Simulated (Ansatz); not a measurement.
Method: Ansatz, DFT PBE, scalar-relativistic, plane waves, PAW. Settings: cutoff 420 eV, Γ-centred meshes spaced at most about 0.3 Å⁻¹, and about 0.25 Å⁻¹ or finer for metals (2π included), Gaussian smearing. No spin polarisation.

These are static total energies at zero pressure.

**Question.** Order these relaxed structures of Ge4S by energy, lowest first, with the energy over the lowest of them.
A.

```
CELL_PARAMETERS angstrom
1.93299 1.11601 7.73508
-1.93299 1.11601 7.73508
0.00000 -2.23202 7.73508
ATOMIC_POSITIONS crystal
Ge 0.39986 0.39986 0.39986
Ge 0.80615 0.80615 0.80615
Ge 0.19385 0.19385 0.19385
Ge 0.60014 0.60014 0.60014
S 0.00000 0.00000 0.00000
```

B.

```
CELL_PARAMETERS angstrom
2.07689 1.19909 8.56391
-2.07689 1.19909 8.56391
0.00000 -2.39818 8.56391
ATOMIC_POSITIONS crystal
Ge 0.91304 0.91304 0.91304
Ge 0.08696 0.08696 0.08696
Ge 0.45137 0.45137 0.45137
Ge 0.54863 0.54863 0.54863
S 0.00000 0.00000 0.00000
```

**Answer.** B (0 meV/atom), A (23 meV/atom). Forms: B R-3m; A R-3m. Counting Ge atoms around S (those within 1.25 times the shortest such distance or 1.15 times the sum of covalent radii, 1.27 where that leaves under three; the shortest distance is added where it exceeds 1.18 times the sum of covalent radii): B has S 2; A has S 6 from 2.7 Å. B and A both hold Ge–Ge nets. Both come from invented guesses. The lowest form computed isn't among them: it has space group Pmma (No. 51), 25.4 Å³/atom and lies 133 meV/atom below the best shown. Even the lowest of the cells shown lies +0.10 eV/atom against the elements.

For metals, differences of a few meV/atom aren't resolved. Cells relaxed within their symmetry can be saddle points. Some candidate types were left out of the draw beforehand, so a known form may be missing.
